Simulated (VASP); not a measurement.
A run of VASP 6.6.1 is set up as follows.

File INCAR:

```
SYSTEM = Si
PREC = Accurate
ENCUT = 600
EDIFF = 1E-6
ISMEAR = 0
SIGMA = 0.02
LREAL = .False.
LASPH = .True.
NELM = 100
ALGO = Fast
ISIF = 3
LWAVE = .False.
LCHARG = .False.
GGA = PS
IBRION = 2
NSW = 100
EDIFFG = -0.005
```

KPOINTS

```
regular mesh
0
Gamma
  8 8 8
  0 0 0
```

File POSCAR:

```
Si
1.0
    0.0000000000      2.7218511865      2.7218511865
    2.7218511865      0.0000000000      2.7218511865
    2.7218511865      2.7218511865      0.0000000000
Si
2
Direct
    0.2500000000      0.2500000000      0.2500000000
    0.0000000000      0.0000000000      0.0000000000
```

Potentials or basis: VASP PAW PBE potentials, release 64 (Si).

Run with:

```console
$ cat potpaw_PBE.64/Si/POTCAR > POTCAR
$ mpirun -np 1 vasp_std > vasp.out
```

Question: What does it give for the band gap on the k mesh?

Answer: 0.51 eV, indirect (least direct gap 2.52 eV).

Question: Estimate the relaxed volume.

Answer: 20.08 Å³/atom.

Question: Estimate the space group after relaxing (to 0.05 Å).

Answer: Fd-3m (No. 227).

Question: What does it give for the relaxed cell?

Answer: a = 3.844 Å, b = 3.844 Å, c = 3.844 Å, α = 60.00°, β = 60.00°, γ = 60.00°.

Step by step:
```
step  energy change (eV)  largest force (eV/Å)  pressure (GPa)  volume (Å³)
   1              0.0000                0.0000           -0.39        40.33
   2             -0.0001                0.0000            0.26        40.05
   3             -0.0002                0.0000            0.01        40.15
```

Caveat: the PAW data sets were made with another functional, which shifts forces and pressure a little. A k mesh can miss the band edges.
